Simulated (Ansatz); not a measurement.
The system is Eu2O3.

```xyz
5
Lattice="3.7883 0.0000 0.0000 -1.8941 3.2808 0.0000 0.0000 0.0000 5.8208" Properties=species:S:1:pos:R:3 pbc="T T T"
Eu    0.0000    2.1872    1.4112
Eu    1.8941    1.0936    4.4096
O     0.0000    2.1872    3.7900
O     1.8941    1.0936    2.0309
O     0.0000    0.0000    0.0000
```

Measurements of this composition are mostly on another form, of space group No. 206.

Base run:

- Program: Ansatz 0.2.0
- Functional: PBEsol
- Potentials or basis: Ansatz PAW
- Cutoff: 420 eV (not typed: the program's choice for these potentials)
- k mesh: 7 × 7 × 4
- Occupations: fermi-dirac, width 0.05 eV
- Spin: collinear spin, ferromagnetic start
- Starting moments: [7.0, 7.0, 0.0, 0.0, 0.0] μB
- Fixed moment: 14 μB

Its results: pressure 4.0 GPa; site moments Eu +6.23; O +0.27, +0.34 μB; largest force 0.214 eV/Å.

The run is repeated on the same cell with these changes: fixed moment from 14 μB to 3.5 μB; moments at the start from [7.0, 7.0, 0.0, 0.0, 0.0] to [1.75, 1.75, 0.0, 0.0, 0.0]. What comes out?

Pressure -7.4 GPa; site moments Eu +1.75; O -0.03 μB; largest force 0.349 eV/Å.

Caveats: the total moment is fixed, so each spin has its own Fermi level; the PAW data sets come from PBE, with cores solved anew for the run's functional, which leaves a small shift of forces and pressure; the thresholds are loose for stress.
